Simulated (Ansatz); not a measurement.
# Ni: further runs on the relaxed cell

An exercise on one series of results from a longer session: the logs are not shown, and one member is left open.

Method: DFT PBE, scalar-relativistic, plane waves, PAW, in Ansatz 0.2.0.

1 further run of the same task is left out (set aside as unsound or not needed).

## The system as given

The structure is cubic, space group Fm-3m (No. 225). The conventional cell has a = 3.518 Å, b = 3.518 Å, c = 3.518 Å, α = 90.00°, β = 90.00°, γ = 90.00°. Ni (site symmetry m-3m) is surrounded by 12 Ni at 2.49 Å.

Coordinates:

```cif
data_structure
_symmetry_space_group_name_H-M 'P 1'
_symmetry_Int_Tables_number 1
_cell_length_a 2.4879
_cell_length_b 2.4879
_cell_length_c 2.4879
_cell_angle_alpha 60.000
_cell_angle_beta 60.000
_cell_angle_gamma 60.000
_cell_volume 10.89
loop_
_atom_site_label
_atom_site_type_symbol
_atom_site_fract_x
_atom_site_fract_y
_atom_site_fract_z
_atom_site_occupancy
Ni1 Ni 0.00000 0.00000 0.00000 1
```

This cell was relaxed beforehand with the same method: volume 10.89 Å³/atom, gap on the mesh none (metal), site moments up to 0.7 μB.

Set-up of the first run:

Input file input.yaml:

```yaml
crystal:
  lattice:
    - [0.0, 1.7592377746, 1.7592377746]
    - [1.7592377746, 0.0, 1.7592377746]
    - [1.7592377746, 1.7592377746, 0.0]
  atoms:
    - { symbol: Ni, position: [0.0, 0.0, 0.0], spin: 0.75 }
basis:
  ecutwfc: 420
kpoints:
  mp_grid: { grid: [20, 20, 20] }
  band_path:
    path:
      - [[0.0, 0.0, 0.0], [0.5, 0.0, 0.5], [0.625, 0.25, 0.625]]
      - [[0.375, 0.375, 0.75], [0.0, 0.0, 0.0], [0.5, 0.5, 0.5], [0.5, 0.25, 0.75], [0.5, 0.0, 0.5]]
    npoints: 14
hamiltonian:
  xc: pbe
scf:
  occupations: { method: gaussian, width: 0.1 }
  n_extra_bands: 6
output:
  forces: true
  stress: true
  eigenvalues: true
  populations: true
  dos: { projected: true, de: 0.02, nscf_kmesh: { grid: [30, 30, 30] } }
  bader: true
  write_density: true
  write_potential: true
  elf: true
  volumetric_format: npy
magnetization:
  spin_polarized: true
checkpoint:
  read: start.run
  write: ck
  compress: false
  write_wavefunctions: false
  write_every: 100000
```

Run with:

```console
$ ansatz run input.yaml --threads 1 --pin off --max-ram 2560MiB --backend cpu --events-out ev --progress --plain --runs-dir out
```

Steps of the session up to this table: Bands, states and charges; The cell scaled to 0.97 of its volume; Point at V/V0 = 1.03; The cell scaled to 0.94 of its volume; The cell scaled to 1.06 of its volume.

One table of the session follows, with a row left open; its other results are not shown here.

It belongs to the step «Equation of state». 

| volume (Å³/atom) | energy above the lowest point (meV/atom) | pressure (GPa) | largest moment (μB) |
| --- | --- | --- | --- |
| 10.236 | 27.4 | 14.39 | 0.67 |
| 10.563 | 6.4 | 6.56 | 0.67 |
| 10.889 | 0.0 | 0.01 | 0.68 |
| 11.216 | ? | ? | ? |
| 11.543 | 22.1 | -10.08 | 0.69 |

**Question.** Estimate the row for volume (Å³/atom) = 11.216.

Worked estimate for «energy above the lowest point (meV/atom)». A straight line through the neighbours (10.889, 0.0) and (11.543, 22.1) gives 0.0 + (22.1 − 0.0) × (11.216 − 10.889) / (11.543 − 10.889) = 11.1; a parabola fitted to 3 rows on both sides gives 5.2.

As computed: energy above the lowest point (meV/atom): 5.9; pressure (GPa): -5.49; largest moment (μB): 0.68. In «energy above the lowest point (meV/atom)» the line misses by +5.2 and the parabola by -0.7.

Limits of these values: Warnings in the runs' records: stability check not made.
